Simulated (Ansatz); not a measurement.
**Mechanical response of BeTe (F-43m)**

```
CELL_PARAMETERS angstrom
0.00000 2.80277 2.80277
2.80277 0.00000 2.80277
2.80277 2.80277 0.00000
ATOMIC_POSITIONS crystal
Be 0.00000 0.00000 0.00000
Te 0.75000 0.75000 0.75000
```

Computed, not measured; unless marked otherwise by PBEsol, all-electron LAPW in Ansatz 0.2.0, scalar-relativistic. k mesh 8×8×8, fixed occupations, basis error target 0.5 meV/atom. The cell was relaxed by PAW under this functional.

The cell is cubic and carries a residual pressure of -0.03 GPa at this level. Each strain component that symmetry leaves independent is applied at ±0.005, the ions relax wherever a strain frees them, and the stress (tension positive, GPa) is read. Shears are engineering strains, γ = 2ε.

```json
{"strain": "xx", "size": "-0.005", "σxx": "-0.4753", "σyy": "-0.1758", "σzz": "-0.1758", "σyz": "0.0000", "σxz": "0.0000", "σxy": "0.0000"}
{"strain": "xx", "size": "+0.005", "σxx": "0.5271", "σyy": "0.2256", "σzz": "0.2256", "σyz": "0.0000", "σxz": "0.0000", "σxy": "0.0000"}
{"strain": "yz", "size": "-0.005", "σxx": "0.0292", "σyy": "0.0274", "σzz": "0.0274", "σyz": "-0.2528", "σxz": "0.0000", "σxy": "0.0000"}
{"strain": "yz", "size": "+0.005", "σxx": "0.0292", "σyy": "0.0274", "σzz": "0.0274", "σyz": "0.2528", "σxz": "0.0000", "σxy": "0.0000"}
```

A central difference gives one constant, for example C11 ≈ (0.5271 − (-0.4753))/(0.01) = 100.2 GPa; the program then imposes the crystal's symmetry on the whole matrix.

Q: What are the independent elastic constants?

A: C11 = 100.2, C12 = 40.1, C44 = 50.6 GPa.

Q: Do they meet the Born conditions?

A: C11 − C12 = 60.1, C11 + 2C12 = 180.5 and C44 = 50.6 GPa must all be positive, so the crystal is elastically stable; that says nothing yet of its phonons.

Q: What moduli does a random aggregate of grains have?

A: B = (C11 + 2C12)/3 = 60.2 GPa. G_V = (C11 − C12 + 3C44)/5 = 42.4 and G_R = 5(C11 − C12)C44/(4C44 + 3(C11 − C12)) = 39.7, so G_H = 41.0 GPa. Then E = 9BG/(3B + G) = 100.3 GPa, ν = (3B − 2G)/(6B + 2G) = 0.222 and B/G = 1.47, on the brittle side of Pugh's 1.75 (a rule of thumb, made for metals; it doesn't predict ductility here).

Q: With the density of 5.152 g/cm³, how fast does sound travel, and what Debye temperature follows?

A: 

```tsv
direction	slow (m/s)	middle (m/s)	fast (m/s)
[100]	3133	3133	4411
[110]	2415	3133	4841
[111]	2676	2676	4977
```

The mean of v⁻³ over directions and branches gives v_m = 3106 m/s and θ_D = (ħ/k_B) v_m (6π²n)^(1/3) = 330 K, n being atoms per volume. Young's modulus spans 77 to 118 GPa over directions, and the universal anisotropy index is 0.33.

Q: How far do the constants move if PAW replaces LAPW in the same cell?

A: 

| constant | LAPW (GPa) | PAW (GPa) | difference |
| --- | --- | --- | --- |
| C11 | 100.2 | 100.2 | 0.0 |
| C12 | 40.1 | 40.3 | 0.2 |
| C44 | 50.6 | 50.5 | -0.1 |

Q: What happens at 30 GPa (cell relaxed there)?

A: The volume falls to 0.7528 of its value, and C11 = 209.4, C12 = 141.5, C44 = 68.5 GPa (slopes of the stress), in this structure whether or not another phase takes over.

Keep in mind: constants at zero field, no piezoelectric stiffening; the frozen-core PAW files of the compared runs were fitted under PBE, their cores solved anew for this functional.
